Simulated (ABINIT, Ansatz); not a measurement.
# BeTe (F-43m): G0W0 on several meshes in ABINIT, part 2 of 2

How does the mesh move the gap of BeTe (F-43m)?

ABINIT 10.8.3; PBE and many-body steps on it, plane waves. Known limits of the many-body steps: not at the basis limit; no spin-orbit coupling; coarse k mesh.

So far. Step 4 (6×6×6): The gap on the mesh goes from 2.03 eV to 2.87 eV, a correction of +0.85 eV. Step 5 (Empty states on the mesh, 4×4×4 mesh, 188 bands): On this mesh the gap is 2.027 eV.

## Step 6: Screening, 4×4×4 mesh, 180 bands, screening to 212.2 eV

This step: RPA screening on PBE, plane waves, norm-conserving pseudopotentials.

run.abi reads:

```
acell 3*1.0 Angstrom
rprim 
  -0.000000000000 2.831458787600 2.831458787600
  2.831458787600 0.000000000000 2.831458787600
  2.831458787600 2.831458787600 0.000000000000
ntypat 2
znucl 4 52
natom 2
typat 1 2
xred 
  0.000000000000 0.000000000000 0.000000000000
  0.750000000000 0.750000000000 0.750000000000
pp_dirpath "pseudos"
pseudos "Be.upf, Te.upf"
ecut 49
ngkpt 4 4 4
nshiftk 1
shiftk 0 0 0
kptopt 1
chksymbreak 0
istwfk *1
occopt 1
irdwfk 1
optdriver 3
nband 180
ecuteps 7.8
inclvkb 2
awtr 1
symchi 1
indata_prefix "in"
outdata_prefix "out"
tmpdata_prefix "tmp"
```

The run is started by

```sh
$ OMP_NUM_THREADS=1 mpirun -n 8 abinit run.abi > log
```

Log:

```text
.Version 10.8.3 of ABINIT. v10.8.2 released Aug 2026.

 Symmetries : space group F-4 3 m (#216); Bravais cF (face-center cubic)
[... echo of the input left out ...]
== DATASET  1 ==================================================================
-   mpi_nproc: 8, omp_nthreads: 1 (-1 if OMP is not activated)

--- !DatasetInfo
iteration_state: {dtset: 1, }
dimensions: {natom: 2, nkpt: 8, mband: 180, nsppol: 1, nspinor: 1, nspden: 1, mpw: 5044, }
cutoff_energies: {ecut:  49.0, pawecutdg:  -1.0, }
electrons: {nelect:   2.80000000E+01, charge:   0.00000000E+00, occopt:   1.00000000E+00, tsmear:   1.00000000E-02, }

 SCREENING: Calculation of the susceptibility and dielectric matrices

 Based on a program developped by R.W. Godby, V. Olevano, G. Onida, and L. Reining.
 Incorporated in ABINIT by V. Olevano, G.-M. Rignanese, and M. Torrent.
.Using double precision arithmetic ; gwpc =  8

[... cell and pseudopotentials left out ...]
--------------------------------------------------------------------------------

 ==== K-mesh for the wavefunctions ====
 Number of points in the irreducible wedge :     8
[... list of points left out ...]
 Together with 24 symmetry operations and time-reversal symmetry
 yields    64 points in the full Brillouin Zone.

 ==== Q-mesh for the screening function ====
 Number of points in the irreducible wedge :     8
[... list of points left out ...]
 Together with 24 symmetry operations and time-reversal symmetry
 yields    64 points in the full Brillouin Zone.

 setmesh: FFT mesh size selected  =    36x   36x   36
          total number of points  =        46656

 vcoul_init : cutoff-mode = AUXILIARY_FUNCTION
 q-points for optical limit:   1
     1)      0.000010    0.000020    0.000030

- screening: taking advantage of time-reversal symmetry
- Maximum band index for partially occupied states nbvw = 14
- Remaining bands to be divided among processors   nbcw = 166
- Number of bands treated by each node ~20

 Number of electrons calculated from density =   28.0000; Expected =   28.0000
 average of density, n =  0.091390
 r_s =    1.3772
 omega_plasma =   29.1612 [eV]

 calculating chi0 at frequencies [eV] :
  1    0.000000E+00    0.000000E+00
  2    0.000000E+00    2.916124E+01

--------------------------------------------------------------------------------
  q-point number  1        q = ( 0.000000, 0.000000, 0.000000) [r.l.u.]
--------------------------------------------------------------------------------
[... chi0 elements left out ...]
 For q-point:  0.000010 0.000020 0.000030
  dielectric constant =   8.9916
  dielectric constant without local fields =  10.3198

  Average fulfillment of the sum rule on Im[epsilon] for q-point    1 :     73.97  [%]
[... wings left out ...]
  q-point number  2        q = ( 0.250000, 0.000000, 0.000000) [r.l.u.]
--------------------------------------------------------------------------------
[... chi0 elements left out ...]
  Average fulfillment of the sum rule on Im[epsilon] for q-point    2 :     80.70  [%]

 [... 6 further q-points ...]
```

Wall time 2.5 min (8 MPI ranks of Arm Neoverse N1, shared host); peak memory 2.6 GiB; 20 min of CPU time.

This step gave:

- ε∞ with local fields, on this mesh, along the program's q direction: 8.992
- the same without local fields: 10.32
- plasma frequency: 29.16 eV
- plane waves in the screening matrix: 331

## Step 7: 4×4×4

This step: G0W0 on PBE, plane waves, norm-conserving pseudopotentials.

run.abi, as its differences from that of step 6:

```diff
@@ -23,8 +23,17 @@
 irdwfk 1
-optdriver 3
+optdriver 4
 nband 180
+gwcalctyp 0
+ecutsigx 49
+symsigma 1
+nkptgw 2
+kptgw 
+  0.0000000000 0.0000000000 0.0000000000
+  0.5000000000 0.5000000000 0.0000000000
+bdgw 
+  12 17
+  13 16
 ecuteps 7.8
-inclvkb 2
-awtr 1
-symchi 1
+irdscr 1
+ppmodel 1
 indata_prefix "in"
```

Log:

```text
.Version 10.8.3 of ABINIT. v10.8.2 released Aug 2026.

 Symmetries : space group F-4 3 m (#216); Bravais cF (face-center cubic)
[... echo of the input left out ...]
== DATASET  1 ==================================================================
-   mpi_nproc: 8, omp_nthreads: 1 (-1 if OMP is not activated)

--- !DatasetInfo
iteration_state: {dtset: 1, }
dimensions: {natom: 2, nkpt: 8, mband: 180, nsppol: 1, nspinor: 1, nspden: 1, mpw: 5044, }
cutoff_energies: {ecut:  49.0, pawecutdg:  -1.0, }
electrons: {nelect:   2.80000000E+01, charge:   0.00000000E+00, occopt:   1.00000000E+00, tsmear:   1.00000000E-02, }

 SIGMA: Calculation of the GW corrections

 Based on a program developped by R.W. Godby, V. Olevano, G. Onida, and L. Reining.
 Incorporated in ABINIT by V. Olevano, G.-M. Rignanese, and M. Torrent.
.Using double precision arithmetic ; gwpc =  8

[... cell and pseudopotentials left out ...]
--------------------------------------------------------------------------------

 ==== K-mesh for the wavefunctions ====
 Number of points in the irreducible wedge :     8
[... list of points left out ...]
 Together with 24 symmetry operations and time-reversal symmetry
 yields    64 points in the full Brillouin Zone.

 ==== Q-mesh for screening function ====
 Number of points in the irreducible wedge :     8
[... list of points left out ...]
 Together with 24 symmetry operations and time-reversal symmetry
 yields    64 points in the full Brillouin Zone.

 vcoul_init : cutoff-mode = AUXILIARY_FUNCTION
 q-points for optical limit:   1
     1)      0.000010    0.000020    0.000030
 setmesh: FFT mesh size selected  =    48x   48x   48
          total number of points  =       110592

 Number of electrons calculated from density =   28.0000; Expected =   28.0000
[...]
number of omega for Sigma on real axis              0
 max omega for Sigma on real axis  [eV]           0.00
 zcut for avoiding poles [eV]                     0.10

 EPSILON^-1 parameters (SCR file):
 dimension of the eps^-1 matrix on file            331
 dimension of the eps^-1 matrix used               331
 number of plane-waves for wavefunctions          5029
 number of bands                                   180
 number of q-points in IBZ                           8
 number of frequencies                               2
 number of real frequencies                          1
 number of imag frequencies                          1

 matrix elements of self-energy operator (all in [eV])

 Perturbative Calculation

--- !SelfEnergy_ee
iteration_state: {dtset: 1, }
kpoint     : [   0.000,    0.000,    0.000, ]
spin       : 1
KS_gap     :    3.644
QP_gap     :    4.713
Delta_QP_KS:    1.069
data: !SigmaeeData |
     Band     E0 <VxcDFT>   SigX SigC(E0)      Z dSigC/dE  Sig(E)    E-E0       E
       12   5.603 -13.365 -15.205   0.827   0.803  -0.245 -14.178  -0.813   4.790
       13   5.603 -13.365 -15.205   0.827   0.803  -0.245 -14.178  -0.813   4.790
       14   5.603 -13.365 -15.205   0.827   0.803  -0.245 -14.178  -0.813   4.790
[...]
--- !SelfEnergy_ee
iteration_state: {dtset: 1, }
kpoint     : [   0.500,    0.500,    0.000, ]
spin       : 1
KS_gap     :    4.605
QP_gap     :    5.588
Delta_QP_KS:    0.983
data: !SigmaeeData |
     Band     E0 <VxcDFT>   SigX SigC(E0)      Z dSigC/dE  Sig(E)    E-E0       E
[...]
15   7.630  -8.950  -5.056  -3.881   0.817  -0.224  -8.939   0.011   7.641
       16   8.313  -9.805  -5.781  -3.916   0.811  -0.233  -9.717   0.088   8.401

== END DATASET(S) ==============================================================
================================================================================

 -outvars: echo values of variables after computation  --------
           etotal      0.0000000000E+00
            nband         180
             nkpt           8
          spgroup         216
 [... the other variables as echoed above ...]

 Calculation completed.
```

Run time: 28 s. Hardware: 8 MPI ranks; peak memory 2.4 GiB; 3.7 min of CPU time.

This step gave:

```yaml
g0w0_gap_on_the_points_computed: 2.851 eV
starting_gap_on_the_mesh: 2.027 eV
k_of_the_valence_top: 0, 0, 0
k_of_the_conduction_bottom: 0.5, 0.5, 0
z_at_the_valence_top: 0.803
z_at_the_conduction_bottom: 0.817
least_direct_g0w0_gap_on_the_computed_points: 4.712 eV
```

Against G0W0 in ABINIT (6×6×6 mesh, 180 bands, screening to 212.2 eV, Godby-Needs plasmon pole), the gap moves by −0.023 eV.

## Step 8: The runs together

Times are wall times on 8 MPI ranks of Arm Neoverse N1, shared host, good to a factor of about two. A run's time includes the screening step that it read.

| run | mesh | bands | screening cutoff (eV) | DFT gap (eV) | gap on the mesh (eV) | direct (eV) | ε∞ used | time |
| --- | --- | --- | --- | --- | --- | --- | --- | --- |
| 6×6×6 | 6×6×6 | 180 | 212.2 | 2.027 | 2.874 | 4.727 | 7.33 | 18 min |
| 4×4×4 | 4×4×4 | 180 | 212.2 | 2.027 | 2.851 | 4.712 | 8.99 | 3 min |

## Step 9: Outcome

| Item | Value |
| --- | --- |
| 6×6×6 | 2.874 eV |
| 4×4×4 | 2.851 eV |
| known limits | not at the basis limit; no spin-orbit coupling; coarse k mesh |

In words: 4×4×4: −0.023 eV against 6×6×6. Bands and cutoff are finite, so the gap is not at the basis limit. The miss can reach some tenths of an eV and take either sign; the mesh is an error of its own. In the G0W0 runs levels were corrected at 2 k points alone, so a gap called «on the mesh» is the least over those, and an edge elsewhere would be missed. The many-body steps are scalar-relativistic: spin-orbit coupling is not in them.

[Paths, hosts, dates, memory and timing lines, banners, echoed tables and standing remarks are left out of the program output.]

[Logs are printed without paths, hosts, clocks, repeated set-up lines and the standing remarks that a program may print on its own settings, such as how far it seeks lower states.]

[Runs of the session that timed out or met a known fault of the program may be left out.]

[Hosts, paths, dates, database ids (printed as entryN), source tags and the programs' standing remarks are cut or masked in the printed files.]

[G0W0 gaps are taken among the corrected bands and points alone; a level outside them can change the order at an edge.]

[Where Ansatz stands beside ABINIT at settings called matched, ABINIT's density can come from a denser mesh and the files from another edition; pairs whose starting gaps differed by over 0.03 eV were left out, so agreement reads better than it is.]
